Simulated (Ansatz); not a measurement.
## Zn under changes of volume

One of the cells (15.169 Å³/atom); the others are scaled copies at fixed shape and fractional positions:

```xyz
1
Lattice="0.0000 1.9648 1.9648 1.9648 0.0000 1.9648 1.9648 1.9648 0.0000" Properties=species:S:1:pos:R:3 pbc="T T T"
Zn    0.0000    0.0000    0.0000
```

This isn't the form of Zn at room conditions, which is hcp.

```yaml
Program: Ansatz 0.2.0
Functional: LDA
Potentials_or_basis: Ansatz PAW
Cutoff: "420 eV (not typed: the program's choice for these potentials)"
k_mesh: 12 × 12 × 12
Occupations: fermi-dirac, width 0.05 eV
Spin: no spin polarisation
```

| volume (Å³/atom) | energy over the lowest point (meV/atom) | pressure (GPa) |
| --- | --- | --- |
| 14.259 | 0.00 | -4.8 |
| 14.563 | 10.56 | -6.2 |
| 14.866 | 23.56 | -7.4 |
| 15.169 | 38.81 | -8.5 |
| 15.473 | 55.92 | -9.4 |
| 15.776 | 74.65 | -10.2 |
| 16.080 | ? | ? |

**Question.** What does the run at 16.080 Å³/atom give?

**Answer.** Energy over the lowest point 94.74 meV/atom; pressure -10.9 GPa.

Worked out: A Birch-Murnaghan fit of order 3 (a polynomial in V^(-2/3)) to the other rows has no minimum within the range. It gives 94.82 meV/atom at 16.080 Å³/atom, against the run's 94.74, and -dE/dV = -11.0 GPa, against -10.9.

Energies are extrapolated to zero smearing.

Caveats: the PAW data sets come from PBE, with cores solved anew for the run's functional, which leaves a small shift of forces and pressure.
